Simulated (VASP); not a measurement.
Data:

```xyz
3
Lattice="0.0000 2.8385 2.8385 2.8385 0.0000 2.8385 2.8385 2.8385 0.0000" Properties=species:S:1:pos:R:3 pbc="T T T"
Sr     0.0000     0.0000     0.0000
F      1.4192     1.4192     1.4192
F      4.2577     4.2577     4.2577
```

The numbers are results of LDA (Ceperley-Alder, Perdew-Zunger), VASP's LDA PAW potentials (set 64) (plane waves; VASP), not measurements. Numerical set-up: 650 eV cut-off, 6×6×6 Γ-centred mesh, Gaussian smearing of 0.050 eV, potentials Sr_sv F.

Question: Give the elastic stiffness tensor with the ions relaxed (GPa, in the frame of the cell).

Answer: 
```tsv
	xx	yy	zz	yz	xz	xy
xx	140	58.7	58.7	0.0	0.0	0.0
yy	58.7	140	58.7	0.0	0.0	0.0
zz	58.7	58.7	140	0.0	0.0	0.0
yz	0.0	0.0	0.0	36.0	0.0	0.0
xz	0.0	0.0	0.0	0.0	36.0	0.0
xy	0.0	0.0	0.0	0.0	0.0	36.0
```

Question: Predict the Hill bulk modulus, Hill shear modulus, Young's modulus, Poisson's ratio.

Answer: 
```
Quantity              Result
------------------  --------
Hill bulk modulus   85.7 GPa
Hill shear modulus  377 kbar
Young's modulus     987 kbar
Poisson's ratio        0.308
```

The compound is SrF2 in the fluorite structure. It was relaxed first, which changed the volume by -6 %.
